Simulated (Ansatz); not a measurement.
**Al2Ru: properties at the relaxed cell**

An exercise on one series of results from a longer session: the logs are not shown, and one member is left open.

Method: DFT PBEsol, scalar-relativistic, plane waves, PAW, in Ansatz 0.2.0.

1 further run of the same task is left out (set aside as unsound or not needed).

## The structure to begin with

Symmetry: Fddd, No. 70, orthorhombic system. Conventional cell: a = 4.701 Å, b = 7.975 Å, c = 8.770 Å, α = 90.00°, β = 90.00°, γ = 90.00°. Al (site symmetry 2) has 5 Ru at 2.57 to 2.72 Å and 5 Al at 2.59 to 2.73 Å as nearest neighbours. Ru (site symmetry 222) is surrounded by 10 Al at 2.57 to 2.72 Å.

As a file:

```cif
data_structure
_symmetry_space_group_name_H-M 'P 1'
_symmetry_Int_Tables_number 1
_cell_length_a 5.9271
_cell_length_b 4.9753
_cell_length_c 4.6289
_cell_angle_alpha 76.119
_cell_angle_beta 54.579
_cell_angle_gamma 49.303
_cell_volume 82.20
loop_
_atom_site_label
_atom_site_type_symbol
_atom_site_fract_x
_atom_site_fract_y
_atom_site_fract_z
_atom_site_occupancy
Al1 Al 0.07895 0.42105 0.07895 1
Al2 Al 0.42105 0.07895 0.42105 1
Al3 Al 0.17105 0.82895 0.17105 1
Al4 Al 0.82895 0.17105 0.82895 1
Ru1 Ru 0.75000 0.75000 0.75000 1
Ru2 Ru 0.50000 0.50000 0.50000 1
```

It goes back to an entry of the Materials Project, which need not be the stable form.

This cell was relaxed beforehand with the same method: volume 13.70 Å³/atom, gap on the mesh 0.08 eV.

Set-up of the first run:

input.yaml

```yaml
crystal:
  lattice:
    - [0.0, 3.9473660137, 4.3407825898]
    - [2.3268243465, 0.0, 4.3407825898]
    - [2.3268243465, 3.9473660137, 0.0]
  atoms:
    - { symbol: Al, position: [0.0789481736, 0.4210518264, 0.0789481736] }
    - { symbol: Al, position: [0.4210518264, 0.0789481736, 0.4210518264] }
    - { symbol: Al, position: [0.1710518264, 0.8289481736, 0.1710518264] }
    - { symbol: Al, position: [0.8289481736, 0.1710518264, 0.8289481736] }
    - { symbol: Ru, position: [0.75, 0.75, 0.75] }
    - { symbol: Ru, position: [0.5, 0.5, 0.5] }
basis:
  ecutwfc: 420
kpoints:
  mp_grid: { grid: [10, 10, 10] }
hamiltonian:
  xc: pbesol
scf:
  occupations: { method: gaussian, width: 0.01 }
output:
  forces: true
  stress: true
  eigenvalues: true
relax:
  adjacent_minimum: "off"
  f_tol: 0.01
  max_steps: 30
  cell: { stress_tol: 0.1, fix: [volume] }
```

Launch:

```sh
$ ansatz run input.yaml --threads 1 --pin off --max-ram 2560MiB --backend cpu --events-out ev --progress --plain --runs-dir out
```

Among the steps run: Volume × 0.97; Volume × 1.03; The cell scaled to 0.94 of its volume; Point at V/V0 = 1.06; Point at V/V0 = 0.91; Point at V/V0 = 1.10; Volume × 0.88.

One table of the session follows, with a row left open; its other results are not shown here.

It belongs to the step «Fit of the equation of state». 

```
volume (Å³/atom)  energy above the lowest point (meV/atom)  pressure (GPa)  gap on the mesh (eV)
          12.057                                     138.1           30.14                  0.13
          12.468                                      73.3           20.70                  0.12
          12.879                                      30.8           12.66                  0.11
          13.290                                       7.3            5.82                  0.09
          13.701                                       0.0            0.00                  0.08
          14.112                                       6.5           -4.94                  0.07
          14.523                                         ?               ?                     ?
          15.071                                      64.2          -13.76                  0.05
```

Q: Estimate the row for volume (Å³/atom) = 14.523 from the others.

Worked estimate for «energy above the lowest point (meV/atom)». A straight line through the neighbours (14.112, 6.5) and (15.071, 64.2) gives 6.5 + (64.2 − 6.5) × (14.523 − 14.112) / (15.071 − 14.112) = 31.2; a parabola fitted to 3 rows on both sides gives 23.9.

The run gave: energy above the lowest point (meV/atom): 24.7; pressure (GPa): -9.15; gap on the mesh (eV): 0.06. In «energy above the lowest point (meV/atom)» the line misses by +6.5 and the parabola by -0.8.
